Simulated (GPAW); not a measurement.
Wanted: an ASE script for a GPAW 26.7.0 run.

- Task: single point
- Functional: PBE
- Potentials or basis: GPAW PAW data sets (gpaw-data 1.2.1)
- Cutoff: 600 eV
- Basis: pw
- k mesh: 6 × 6 × 3
- Occupations: fermi-dirac, width 0.05 eV
- Spin: no spin polarisation
- Maxiter: 120
- Convergence: default

MgI2:

```xyz
3
Lattice="4.1400 0.0000 0.0000 -2.0700 3.5853 0.0000 0.0000 0.0000 6.8800" Properties=species:S:1:pos:R:3 pbc="T T T"
I     2.0700    1.1951    5.1600
I     0.0000    2.3902    1.7200
Mg    0.0000    0.0000    0.0000
```

The input as run:

run.py

```python
from ase import Atoms
from ase.dft.bandgap import bandgap
from ase.io import write
from ase.units import GPa
from gpaw import GPAW, PW

atoms = Atoms(['I', 'I', 'Mg'],
              cell=[[4.14, 0.0, 0.0],
                    [-2.07, 3.5853451717, 0.0],
                    [0.0, 0.0, 6.88]],
              scaled_positions=[[0.6666666667, 0.3333333333, 0.75],
                                [0.3333333333, 0.6666666667, 0.25],
                                [0.0, 0.0, 0.0]],
              pbc=True)

calc = GPAW(mode=PW(600),
            xc='PBE',
            kpts={'size': (6, 6, 3), 'gamma': True},
            occupations={'name': 'fermi-dirac', 'width': 0.05},
            nbands=22,
            maxiter=120,
            txt='gpaw.txt')
atoms.calc = calc
energy = atoms.get_potential_energy()
forces = atoms.get_forces()
stress = atoms.get_stress()
calc.write('gs.gpw')
write('result.traj', atoms)
print(f'Energy: {energy:.6f} eV')
print('Forces (eV/A):')
print(forces.round(4))
print('Stress (GPa):', (stress / GPa).round(3))
print('Fermi level:', round(calc.get_fermi_level(), 4), 'eV')
print(f'Gap: {bandgap(calc)[0]:.4f} eV, direct: {bandgap(calc, direct=True)[0]:.4f} eV')
```

Potentials or basis: GPAW PAW data sets (gpaw-data 1.2.1), pw.

The run is started by

```console
$ OMP_NUM_THREADS=1 python run.py
```

It gave:

| Property | Result |
| --- | --- |
| Pressure | 0.7 GPa |
| Largest force | 0.248 eV/Å |
| Band gap on the k mesh | 3.48 eV, indirect (least direct gap 3.66 eV) |

Caveat: the cutoff is short for stress and forces, so pressures can be off by a GPa or more; spin-orbit coupling is left out, which moves the levels of the heavy elements; an odd mesh through Γ misses points on the zone boundary, where band edges often lie; the cell's inner coordinates are idealised or old, which leaves forces on the atoms; this functional lacks dispersion, which binds the layers, so the pressure and a relaxed spacing across them are unreliable.

It took 21 s on 1 thread of Arm Neoverse V1 (shared host), peak memory 0.2 GiB.
